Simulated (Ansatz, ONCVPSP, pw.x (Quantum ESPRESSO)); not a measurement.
# Equation-of-state test of one ONCV potential (Zr)

```json
{
  "Element": "zirconium (Zr)",
  "Generator": "ONCVPSP 4.0.1.1 (patched build)",
  "Type": "optimised norm-conserving Vanderbilt (ONCV)",
  "Functional": "PBE",
  "Relativity": "scalar-relativistic",
  "Frozen core": "[Ar] 3d10",
  "Valence charge": "12",
  "Reference configuration": "4s2 4p6 4d3 5s1",
  "Partial waves": "4s+5s: rc 1.80 bohr, ncon 4, nbas 7, qcut 5.5 1/bohr, 2 projectors; 4p: rc 2.15 bohr, ncon 3, nbas 7, qcut 6.3 1/bohr, 2 projectors, debl 1.7 Ha; 4d: rc 1.80 bohr, ncon 3, nbas 8, qcut 7.1 1/bohr, local",
  "Local potential": "the d channel",
  "Core correction": "Teter function, fcfact 4.5, rcfact 1.7"
}
```

Crystal test: fcc Zr in pw.x 7.5, no spin, 13³ k-points, Fermi–Dirac smearing 0.01 Ry, cutoffs 55/220 Ry. The reference is all-electron LAPW (Ansatz 0.2.0) with the same functional, mesh and smearing; V0 and B0 come from Birch–Murnaghan fits to the pressures at five volumes. Errors are pseudo minus all-electron; Δ is the rms difference of the E(V) curves that follow from these fits, minima aligned, over ±6 % about the mean V0. Mesh and smearing are coarse, so the numbers serve the comparison and aren't converged zero-temperature values; the lattice is a test structure that the element need not adopt.

All-electron: a0 = 4.534 Å (V0 = 23.31 Å³/atom), B0 = 89.0 GPa.

Problem. How far does the potential miss the all-electron equation of state?

Solution. mean pressure error (GPa): +0.12; a0 (Å): 4.536; a0 error (%): +0.04; B0 error (%): +0.2; Δ (meV/atom): 0.6. Atomic configuration tests: 1 of 4 tests not solved or not reliable.

```csv
V (Å³/atom),P all-electron (GPa),P pseudo (GPa)
22.068,5.32,5.47
22.648,2.68,2.81
23.229,0.31,0.42
23.810,-1.83,-1.73
24.390,-3.75,-3.66
```

Problem. At the middle volume, how do free energy and pressure move when the wave cutoff is lowered (ecutrho kept at four times it)?

Solution.

| cutoff (Ry) | shift of F (meV/atom) | shift of P (GPa) |
| --- | --- | --- |
| 25 | +294.9 | -10.29 |
| 33 | +25.3 | -0.95 |
| 44 | +2.5 | -0.12 |

The run at the middle volume (84 k-points, 8 iterations) took about 16 s on one core of a shared host (AMD EPYC 7R43 64-Core Processor, 256 threads, 1004 GiB, load 102).
